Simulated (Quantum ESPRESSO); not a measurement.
Sn:

```
Sn
1.0
     0.00000    3.23334    3.23334
     3.23334    0.00000    3.23334
     3.23334    3.23334    0.00000
Sn
2
Cartesian
  4.8500 4.8500 4.8500
  3.2333 3.2333 3.2333
```

This isn't the form of Sn at room conditions, which is tetragonal (white tin).

Base run:

| Item | Value |
| --- | --- |
| Program | Quantum ESPRESSO 7.5 |
| Functional | BEEF-vdW |
| Potentials or basis | PseudoDojo 0.4.1 SR PBE standard |
| Cutoff | 980 eV |
| Density cutoff | 3918 eV |
| k mesh | 7 × 7 × 7 |
| Occupations | fermi-dirac, width 0.05 eV |
| Spin | no spin polarisation |

Its results: band gap on the k mesh none (metal or under the smearing width); pressure 4.8 GPa.

The run is repeated on the same cell with these changes: functional from BEEF-vdW to vdW-DF. What comes out?

Band gap on the k mesh none (metal or under the smearing width); pressure 5.9 GPa.

Caveats: the potentials were made for another functional, which shifts forces and pressure.

Not every run made on this cell is shown here.
